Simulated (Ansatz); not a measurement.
A 2-atom cell of GaN (F-43m) from a materials database, relaxed with r2SCAN in the plane-wave code Ansatz. Space group F-43m (No. 216), cubic; a = 4.498 Å in the conventional setting, 11.37 Å³ an atom. Ga is surrounded by 4 N at 1.95 Å; N is surrounded by 4 Ga at 1.95 Å.

The axes x, y and z are those of this cell:
```xyz
2
Lattice="0.0000 2.2490 2.2490 2.2490 0.0000 2.2490 2.2490 2.2490 0.0000" Properties=species:S:1:pos:R:3 pbc="T T T"
Ga    0.0000    0.0000    0.0000
N     3.3734    3.3734    3.3734
```

Unstrained: With PBE the gap is 1.756 eV and direct, at Γ. r2SCAN gives a direct gap of 2.168 eV at Γ. With HSE06 the gap is 3.005 eV and direct, at Γ. Meshes: PBE 10×10×10, r2SCAN 10×10×10, HSE06 6×6×6. Strains are changes of length per length. After each strain the atoms were relaxed again with r2SCAN within the symmetry that the strain leaves, so tilts or polar shifts that break it weren't tested; points keep the names that they have in the unstrained zone. (Simulation; spin polarisation is off.)

(1) Apply biaxial -1.88 % in x and y, z held. How far does the gap move, against the unstrained cell?

(2) One strain changed the r2SCAN stress by xx +9.06, yy +5.32, zz +5.32 GPa (compression positive) and the gap by +0.106 eV (PBE), +0.117 eV (r2SCAN), +0.138 eV (HSE06). Which kind of strain was it, and roughly how large?

## Answers

(1) PBE: the gap goes from 1.756 to 1.965 eV (+0.209 eV); with r2SCAN the top three valence levels at Γ, degenerate before, become 2+1 from the top over 94 meV. r2SCAN: the gap goes from 2.168 to 2.391 eV (+0.223 eV). HSE06: the gap goes from 3.005 to 3.252 eV (+0.247 eV). The r2SCAN energy rises by 11.4 meV an atom.

(2) Uniaxial -3.11 % along x, other directions held. The pattern of the stress gives the kind; the size needs the stiffness, so it is an estimate.

The meshes of the hybrids are coarse, so their gaps aren't converged to the digits shown.

The splittings at Γ are without spin-orbit coupling, which regroups them where it is of like size or larger.
